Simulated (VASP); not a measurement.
Data:

```yaml
crystal:
  lattice:
    - [0.00000, 3.10558, 3.10558]
    - [3.10558, 0.00000, 3.10558]
    - [3.10558, 3.10558, 0.00000]
  atoms:
    - { symbol: Zn, position: [0.00000, 0.00000, 0.00000] }
    - { symbol: Te, position: [0.25000, 0.25000, 0.25000] }
```

These are AM05 GGA, VASP's PBE PAW potentials (set 64) (plane waves; VASP 6.6.1) values and carry that method's errors. Settings: 520 eV cut-off, 8×8×8 Γ-centred mesh, Gaussian smearing of 0.050 eV, potentials Zn Te.

Unless said otherwise, spin-orbit coupling is left out, though it shifts the bands of the heavy elements here.

### Question
What does the run give for the energy per atom (σ→0), pressure, band gap (on the k-mesh) with the smallest direct gap where there is one?

### Answer

```json
{
 "band gap (on the k-mesh)": "0.99 eV",
 "smallest direct gap (on the k-mesh)": "0.99 eV",
 "energy per atom (σ→0)": "-260.9 kJ/mol-atom",
 "pressure": "-2.42 GPa"
}
```

Only differences to runs with the same potentials and settings are physical.

The compound is ZnTe in the zinc blende structure. This cell is one point of a volume scan, at 1.06 of the reference volume.
